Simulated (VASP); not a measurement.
# InP (F-43m) in VASP: settings compared, part 2 of 2

VASP 6.6.1. The steps go on from the part before.

## (4) Band structure, r2SCAN

Input file INCAR:

```
SYSTEM = InP
  PREC = Accurate
  ENCUT = 520
  EDIFF = 1E-6
  ISMEAR = 0
  SIGMA = 0.03
  LREAL = .FALSE.
  LASPH = .TRUE.
  NELM = 80
  ALGO = Normal
  ISIF = 2
  LWAVE = .FALSE.
  LCHARG = .FALSE.
  METAGGA = R2SCAN
  LMIXTAU = .TRUE.
  NBANDS = 16
```

Input file KPOINTS:

```
regular mesh
0
G
  10 10 10
  0 0 0
```

Input file POSCAR:

```
InP                                     
1.0
    0.0000000000      2.9394456023      2.9394456023
    2.9394456023      0.0000000000      2.9394456023
    2.9394456023      2.9394456023      0.0000000000
  In              P             
     1     1
Direct
     0.0000000000000000    0.0000000000000000    0.0000000000000000
     0.2500000000000000    0.2500000000000000    0.2500000000000000
```

Input file KPOINTS_OPT:

```
explicit points
109
Reciprocal
 0.0000000000  0.0000000000  0.0000000000 1
 0.0555555556  0.0000000000  0.0555555556 1
 0.1111111111  0.0000000000  0.1111111111 1
 0.1666666667  0.0000000000  0.1666666667 1
 0.2222222222  0.0000000000  0.2222222222 1
 0.2777777778  0.0000000000  0.2777777778 1
 0.3333333333  0.0000000000  0.3333333333 1
 0.3888888889  0.0000000000  0.3888888889 1
 0.4444444444  0.0000000000  0.4444444444 1
 0.5000000000  0.0000000000  0.5000000000 1
 0.5000000000  0.0000000000  0.5000000000 1
 0.5000000000  0.0277777778  0.5277777778 1
 0.5000000000  0.0555555556  0.5555555556 1
 0.5000000000  0.0833333333  0.5833333333 1
 0.5000000000  0.1111111111  0.6111111111 1
 0.5000000000  0.1388888889  0.6388888889 1
 0.5000000000  0.1666666667  0.6666666667 1
 0.5000000000  0.1944444444  0.6944444444 1
 0.5000000000  0.2222222222  0.7222222222 1
 0.5000000000  0.2500000000  0.7500000000 1
 0.5000000000  0.2500000000  0.7500000000 1
 0.4861111111  0.2638888889  0.7500000000 1
 0.4722222222  0.2777777778  0.7500000000 1
 0.4583333333  0.2916666667  0.7500000000 1
 0.4444444444  0.3055555556  0.7500000000 1
 0.4305555556  0.3194444444  0.7500000000 1
 0.4166666667  0.3333333333  0.7500000000 1
 0.4027777778  0.3472222222  0.7500000000 1
 0.3888888889  0.3611111111  0.7500000000 1
 0.3750000000  0.3750000000  0.7500000000 1
 0.3750000000  0.3750000000  0.7500000000 1
 0.3333333333  0.3333333333  0.6666666667 1
 0.2916666667  0.2916666667  0.5833333333 1
 0.2500000000  0.2500000000  0.5000000000 1
 0.2083333333  0.2083333333  0.4166666667 1
 0.1666666667  0.1666666667  0.3333333333 1
 0.1250000000  0.1250000000  0.2500000000 1
 0.0833333333  0.0833333333  0.1666666667 1
 0.0416666667  0.0416666667  0.0833333333 1
 0.0000000000  0.0000000000  0.0000000000 1
 0.0000000000  0.0000000000  0.0000000000 1
 0.0555555556  0.0555555556  0.0555555556 1
 0.1111111111  0.1111111111  0.1111111111 1
 0.1666666667  0.1666666667  0.1666666667 1
 0.2222222222  0.2222222222  0.2222222222 1
 0.2777777778  0.2777777778  0.2777777778 1
 0.3333333333  0.3333333333  0.3333333333 1
 0.3888888889  0.3888888889  0.3888888889 1
 0.4444444444  0.4444444444  0.4444444444 1
 0.5000000000  0.5000000000  0.5000000000 1
 0.5000000000  0.5000000000  0.5000000000 1
 0.5138888889  0.4722222222  0.5138888889 1
 0.5277777778  0.4444444444  0.5277777778 1
 0.5416666667  0.4166666667  0.5416666667 1
 0.5555555556  0.3888888889  0.5555555556 1
 0.5694444444  0.3611111111  0.5694444444 1
 0.5833333333  0.3333333333  0.5833333333 1
 0.5972222222  0.3055555556  0.5972222222 1
 0.6111111111  0.2777777778  0.6111111111 1
 0.6250000000  0.2500000000  0.6250000000 1
 0.6250000000  0.2500000000  0.6250000000 1
 0.6111111111  0.2500000000  0.6388888889 1
 0.5972222222  0.2500000000  0.6527777778 1
 0.5833333333  0.2500000000  0.6666666667 1
 0.5694444444  0.2500000000  0.6805555556 1
 0.5555555556  0.2500000000  0.6944444444 1
 0.5416666667  0.2500000000  0.7083333333 1
 0.5277777778  0.2500000000  0.7222222222 1
 0.5138888889  0.2500000000  0.7361111111 1
 0.5000000000  0.2500000000  0.7500000000 1
 0.5000000000  0.2500000000  0.7500000000 1
 0.5000000000  0.2777777778  0.7222222222 1
 0.5000000000  0.3055555556  0.6944444444 1
 0.5000000000  0.3333333333  0.6666666667 1
 0.5000000000  0.3611111111  0.6388888889 1
 0.5000000000  0.3888888889  0.6111111111 1
 0.5000000000  0.4166666667  0.5833333333 1
 0.5000000000  0.4444444444  0.5555555556 1
 0.5000000000  0.4722222222  0.5277777778 1
 0.5000000000  0.5000000000  0.5000000000 1
 0.5000000000  0.5000000000  0.5000000000 1
 0.4861111111  0.4861111111  0.5277777778 1
 0.4722222222  0.4722222222  0.5555555556 1
 0.4583333333  0.4583333333  0.5833333333 1
 0.4444444444  0.4444444444  0.6111111111 1
 0.4305555556  0.4305555556  0.6388888889 1
 0.4166666667  0.4166666667  0.6666666667 1
 0.4027777778  0.4027777778  0.6944444444 1
 0.3888888889  0.3888888889  0.7222222222 1
 0.3750000000  0.3750000000  0.7500000000 1
 0.6250000000  0.2500000000  0.6250000000 1
 0.6111111111  0.2222222222  0.6111111111 1
 0.5972222222  0.1944444444  0.5972222222 1
 0.5833333333  0.1666666667  0.5833333333 1
 0.5694444444  0.1388888889  0.5694444444 1
 0.5555555556  0.1111111111  0.5555555556 1
 0.5416666667  0.0833333333  0.5416666667 1
 0.5277777778  0.0555555556  0.5277777778 1
 0.5138888889  0.0277777778  0.5138888889 1
 0.5000000000  0.0000000000  0.5000000000 1
 0.0000000000  0.0000000000  0.0000000000 1
 0.3750000000  0.3750000000  0.7500000000 1
 0.5000000000  0.5000000000  0.5000000000 1
 0.6250000000  0.2500000000  0.6250000000 1
 0.5000000000  0.2500000000  0.7500000000 1
 0.5000000000  0.0000000000  0.5000000000 1
 0.4000000000  0.0000000000  0.4000000000 1
 0.4250000000  0.0000000000  0.4250000000 1
 0.4500000000  0.0000000000  0.4500000000 1
```

Potentials or basis: VASP PAW PBE potentials, release 64 (In_d, P).

Launch:

```sh
$ cat potpaw_PBE.64/In_d/POTCAR potpaw_PBE.64/P/POTCAR > POTCAR
$ mpirun -np 1 vasp_std > vasp.out
```

OUTCAR:

```text
SYSTEM = InP
   PREC = Accurate
   ENCUT = 520
   EDIFF = 1E-6
   ISMEAR = 0
   LREAL = .FALSE.
   LASPH = .TRUE.
   NELM = 80
   ISIF = 2
   METAGGA = R2SCAN

 ion  position               nearest neighbor table
   1  0.000  0.000  0.000-   2 2.55   2 2.55   2 2.55   2 2.55
   2  0.250  0.250  0.250-   1 2.55   1 2.55   1 2.55   1 2.55

  LATTYP: Found a face centered cubic cell.
 ALAT       =     5.8788912046

  Lattice vectors:

 A1 = (   0.0000000000,   2.9394456023,   2.9394456023)
[... 644 lines left out ...]

  FORCE on cell =-STRESS in cart. coord.  units (eV):
  Direction    XX          YY          ZZ          XY          YZ          ZX
  --------------------------------------------------------------------------------------
  -------------------------------------------------------------------------------------
  Total        0.2910832      0.2910832      0.2910832      0.0000000      0.0000000     -0.0000000
  in kB        9.1812435      9.1812435      9.1812435      0.0000000      0.0000000     -0.0000000
  external PRESSURE =       9.1812435 kB  Pullay stress =       0.0000000 kB

 VOLUME and BASIS-vectors are now :
 -----------------------------------------------------------------------------
  energy-cutoff  :      520.00
  volume of cell :       50.80
      direct lattice vectors                 reciprocal lattice vectors
     0.000000000  2.939445602  2.939445602    -0.170100103  0.170100103  0.170100103
     2.939445602  0.000000000  2.939445602     0.170100103 -0.170100103  0.170100103
     2.939445602  2.939445602  0.000000000     0.170100103  0.170100103 -0.170100103

 POSITION                                       TOTAL-FORCE (eV/Angst)
 -----------------------------------------------------------------------------------
      0.00000      0.00000      0.00000         0.000000      0.000000      0.000000
      1.46972      1.46972      1.46972        -0.000000     -0.000000     -0.000000
 -----------------------------------------------------------------------------------
    total drift:                               -0.000002     -0.000002     -0.000002

  FREE ENERGIE OF THE ION-ELECTRON SYSTEM (eV)
  ---------------------------------------------------
  free  energy   TOTEN  =       -32.2966332946 eV

  energy  without entropy=      -32.2966332946  energy(sigma->0) =      -32.29663329
```

Wall time 2.3 min (1 thread of Intel Xeon 6975P-C (Granite Rapids), shared host); peak memory 0.2 GiB.

Results:

* Free energy: -32.2966 eV
* Pressure: 0.9 GPa
* Band gap on the k mesh: 1.12 eV, direct
* Band gap along the path: 1.12 eV, direct

Levels at the corners of the path, in eV from the valence-band top:
```
point  band 6  band 7  band 8  band 9  band 10  band 11  band 12  band 13
    Γ  -11.94    0.00    0.00    0.00     1.12     4.44     4.44     4.44
    X   -9.49   -5.84   -2.38   -2.38     2.02     2.55     9.83    10.25
    X   -9.49   -5.84   -2.38   -2.38     2.02     2.55     9.83    10.25
    W   -9.41   -5.68   -3.02   -2.96     4.58     4.77     6.02     6.59
    W   -9.41   -5.68   -3.02   -2.96     4.58     4.77     6.02     6.59
    K   -9.51   -5.69   -3.37   -1.99     2.65     4.74     8.00     8.01
    K   -9.51   -5.69   -3.37   -1.99     2.65     4.74     8.00     8.01
    Γ  -11.94    0.00    0.00    0.00     1.12     4.44     4.44     4.44
    Γ  -11.94    0.00    0.00    0.00     1.12     4.44     4.44     4.44
    L  -10.16   -5.83   -0.99   -0.99     1.84     5.16     5.16     7.53
    L  -10.16   -5.83   -0.99   -0.99     1.84     5.16     5.16     7.53
    U   -9.51   -5.69   -3.37   -1.99     2.65     4.74     8.00     8.01
    U   -9.51   -5.69   -3.37   -1.99     2.65     4.74     8.00     8.01
    W   -9.41   -5.68   -3.02   -2.96     4.58     4.77     6.02     6.59
    W   -9.41   -5.68   -3.02   -2.96     4.58     4.77     6.02     6.59
    L  -10.16   -5.83   -0.99   -0.99     1.84     5.16     5.16     7.53
    L  -10.16   -5.83   -0.99   -0.99     1.84     5.16     5.16     7.53
    K   -9.51   -5.69   -3.37   -1.99     2.65     4.74     8.00     8.01
    U   -9.51   -5.69   -3.37   -1.99     2.65     4.74     8.00     8.01
    X   -9.49   -5.84   -2.38   -2.38     2.02     2.55     9.83    10.25
```

Caveat: the PAW data sets were made with another functional, which shifts forces and pressure a little; spin-orbit coupling is left out, which moves the levels of the heavy elements.

## (5) Band structure, TB-mBJ

POSCAR is that of step 4.

Input file INCAR.step1:

```
SYSTEM = InP
  PREC = Accurate
  ENCUT = 520
  EDIFF = 1E-5
  ISMEAR = 0
  SIGMA = 0.03
  LREAL = .FALSE.
  LASPH = .TRUE.
  NELM = 80
  ALGO = Normal
  ISIF = 2
  LWAVE = .TRUE.
  LCHARG = .FALSE.
  NBANDS = 16
  GGA = PE
```

Input file INCAR.step2:

```
SYSTEM = InP
  PREC = Accurate
  ENCUT = 520
  EDIFF = 1E-6
  ISMEAR = 0
  SIGMA = 0.03
  LREAL = .FALSE.
  LASPH = .TRUE.
  NELM = 80
  ALGO = Normal
  ISIF = 2
  LWAVE = .FALSE.
  LCHARG = .FALSE.
  METAGGA = MBJ
  NBANDS = 16
  ISTART = 1
```

KPOINTS is that of step 4.

KPOINTS_OPT is that of step 4.

Launch:

```sh
$ cat potpaw_PBE.64/In_d/POTCAR potpaw_PBE.64/P/POTCAR > POTCAR
$ cp INCAR.step1 INCAR
$ mpirun -np 1 vasp_std > vasp.out
$ cp INCAR.step2 INCAR
$ mpirun -np 1 vasp_std > vasp.out
```

Wall time 2.3 min (1 thread of Intel Xeon 6975P-C (Granite Rapids), shared host); peak memory 0.2 GiB.

Results (log left out):

- Band gap on the k mesh: 1.61 eV, direct
- Band gap along the path: 1.61 eV, direct

Levels at the corners of the path, in eV from the valence-band top:
| point | band 6 | band 7 | band 8 | band 9 | band 10 | band 11 | band 12 | band 13 |
| --- | --- | --- | --- | --- | --- | --- | --- | --- |
| Γ | -11.24 | 0.00 | 0.00 | 0.00 | 1.61 | 4.74 | 4.74 | 4.74 |
| X | -9.01 | -5.33 | -2.14 | -2.13 | 2.51 | 2.97 | 9.88 | 10.41 |
| X | -9.01 | -5.33 | -2.14 | -2.13 | 2.51 | 2.97 | 9.88 | 10.41 |
| W | -8.94 | -5.18 | -2.69 | -2.62 | 4.85 | 4.97 | 6.25 | 6.85 |
| W | -8.94 | -5.18 | -2.69 | -2.62 | 4.85 | 4.97 | 6.25 | 6.85 |
| K | -9.02 | -5.19 | -3.00 | -1.78 | 3.08 | 4.99 | 8.08 | 8.15 |
| K | -9.02 | -5.19 | -3.00 | -1.78 | 3.08 | 4.99 | 8.08 | 8.15 |
| Γ | -11.24 | 0.00 | 0.00 | 0.00 | 1.61 | 4.74 | 4.74 | 4.74 |
| Γ | -11.24 | 0.00 | 0.00 | 0.00 | 1.61 | 4.74 | 4.74 | 4.74 |
| L | -9.62 | -5.30 | -0.89 | -0.89 | 2.29 | 5.41 | 5.41 | 7.91 |
| L | -9.62 | -5.30 | -0.89 | -0.89 | 2.29 | 5.41 | 5.41 | 7.91 |
| U | -9.02 | -5.19 | -3.00 | -1.78 | 3.08 | 4.99 | 8.08 | 8.15 |
| U | -9.02 | -5.19 | -3.00 | -1.78 | 3.08 | 4.99 | 8.08 | 8.15 |
| W | -8.94 | -5.18 | -2.69 | -2.62 | 4.85 | 4.97 | 6.25 | 6.85 |
| W | -8.94 | -5.18 | -2.69 | -2.62 | 4.85 | 4.97 | 6.25 | 6.85 |
| L | -9.62 | -5.30 | -0.89 | -0.89 | 2.29 | 5.41 | 5.41 | 7.91 |
| L | -9.62 | -5.30 | -0.89 | -0.89 | 2.29 | 5.41 | 5.41 | 7.91 |
| K | -9.02 | -5.19 | -3.00 | -1.78 | 3.08 | 4.99 | 8.08 | 8.15 |
| U | -9.02 | -5.19 | -3.00 | -1.78 | 3.08 | 4.99 | 8.08 | 8.15 |
| X | -9.01 | -5.33 | -2.14 | -2.13 | 2.51 | 2.97 | 9.88 | 10.41 |

Caveat: the PAW data sets were made with another functional, which shifts forces and pressure a little; spin-orbit coupling is left out, which moves the levels of the heavy elements.

## (6) Band structure, LDA

INCAR: that of step 4 with these lines changed.

```diff
@@ -9,3 +9,3 @@
   NELM = 80
-  ALGO = Normal
+  ALGO = Fast
   ISIF = 2
@@ -13,4 +13,2 @@
   LCHARG = .FALSE.
-  METAGGA = R2SCAN
-  LMIXTAU = .TRUE.
   NBANDS = 16
```

KPOINTS is that of step 5.

POSCAR is that of step 5.

KPOINTS_OPT is that of step 5.

Potentials or basis: VASP PAW LDA potentials, release 64 (In_d, P).

Launch:

```sh
$ cat potpaw_LDA.64/In_d/POTCAR potpaw_LDA.64/P/POTCAR > POTCAR
$ mpirun -np 1 vasp_std > vasp.out
```

It took 43 s on 1 thread of Intel Xeon 6975P-C (Granite Rapids), shared host; peak memory 0.2 GiB.

The run converged. Its results:

```yaml
Free_energy: -9.6672 eV
Pressure: -1.7 GPa
Band_gap_on_the_k_mesh: 0.46 eV, direct
Band_gap_along_the_path: 0.46 eV, direct
```

Levels at the corners of the path, in eV from the valence-band top:
| point | band 7 | band 8 | band 9 | band 10 | band 11 | band 12 |
| --- | --- | --- | --- | --- | --- | --- |
| Γ | 0.00 | 0.00 | 0.00 | 0.46 | 3.96 | 3.96 |
| X | -5.82 | -2.33 | -2.33 | 1.61 | 2.13 | 8.94 |
| X | -5.82 | -2.33 | -2.33 | 1.61 | 2.13 | 8.94 |
| W | -5.67 | -2.97 | -2.94 | 4.18 | 4.25 | 5.39 |
| W | -5.67 | -2.97 | -2.94 | 4.18 | 4.25 | 5.39 |
| K | -5.68 | -3.33 | -1.95 | 2.21 | 4.26 | 7.36 |
| K | -5.68 | -3.33 | -1.95 | 2.21 | 4.26 | 7.36 |
| Γ | 0.00 | 0.00 | 0.00 | 0.46 | 3.96 | 3.96 |
| Γ | 0.00 | 0.00 | 0.00 | 0.46 | 3.96 | 3.96 |
| L | -5.78 | -0.98 | -0.98 | 1.30 | 4.70 | 4.70 |
| L | -5.78 | -0.98 | -0.98 | 1.30 | 4.70 | 4.70 |
| U | -5.68 | -3.33 | -1.95 | 2.21 | 4.26 | 7.36 |
| U | -5.68 | -3.33 | -1.95 | 2.21 | 4.26 | 7.36 |
| W | -5.67 | -2.97 | -2.94 | 4.18 | 4.25 | 5.39 |
| W | -5.67 | -2.97 | -2.94 | 4.18 | 4.25 | 5.39 |
| L | -5.78 | -0.98 | -0.98 | 1.30 | 4.70 | 4.70 |
| L | -5.78 | -0.98 | -0.98 | 1.30 | 4.70 | 4.70 |
| K | -5.68 | -3.33 | -1.95 | 2.21 | 4.26 | 7.36 |
| U | -5.68 | -3.33 | -1.95 | 2.21 | 4.26 | 7.36 |
| X | -5.82 | -2.33 | -2.33 | 1.61 | 2.13 | 8.94 |

Caveat: spin-orbit coupling is left out, which moves the levels of the heavy elements.

## (7) Summary

| level | potentials or basis | spin | k mesh | gap on the mesh (eV) | pressure (GPa) |
| --- | --- | --- | --- | --- | --- |
| PBEsol | VASP PAW PBE potentials, release 64 (In_d, P) | off | 10 × 10 × 10 | 0.57 | 0.0 |
| PBEsol | VASP PAW PBE potentials, release 64 (In_d, P) | SOC, no magnetisation | 6 × 6 × 6 | - | -0.1 |
| r2SCAN | VASP PAW PBE potentials, release 64 (In_d, P) | off | 10 × 10 × 10 | 1.12 | 0.9 |
| TB-mBJ | VASP PAW PBE potentials, release 64 (In_d, P) | off | 10 × 10 × 10 | 1.61 | - |
| LDA | VASP PAW LDA potentials, release 64 (In_d, P) | off | 10 × 10 × 10 | 0.46 | -1.7 |

Alike in all rows: task band structure; cell as given; cutoff (eV) 520; smearing gaussian 0.03 eV.

Caveats: the PAW data sets were made with another functional, which shifts forces and pressure a little (some runs); spin-orbit coupling is left out, which moves the levels of the heavy elements (some runs).

Absolute energies hang on the potentials; compare differences alone.

## (8) Against experiment

Step 2. Against the measured gap of InP, 1.4236 eV (direct; 1.6 K; a printed reference work, data compilation), the calculated 0.57 eV is off by -0.86 eV. Spin-orbit coupling on In is left out. The value is that of PBEsol, without temperature or zero-point motion. Semilocal functionals fall short of measured gaps as a rule.

Step 4. Measured gap of InP: 1.4236 eV (direct; 1.6 K; a printed reference work, data compilation). This calculation gives 1.12 eV (-0.31 eV). Spin-orbit coupling on In is left out. The value is that of r2SCAN, without temperature or zero-point motion.

Step 5. Measured gap of InP: 1.4236 eV (direct; 1.6 K; a printed reference work, data compilation). This calculation gives 1.61 eV (+0.19 eV). Spin-orbit coupling on In is left out. The value is that of TB-mBJ, without temperature or zero-point motion.

Step 6. A measured gap of InP is 1.4236 eV (direct; 1.6 K; a printed reference work, data compilation); the calculated 0.46 eV misses it by -0.96 eV. Spin-orbit coupling on In is left out. The value is that of LDA, without temperature or zero-point motion. Semilocal functionals fall short of measured gaps as a rule.
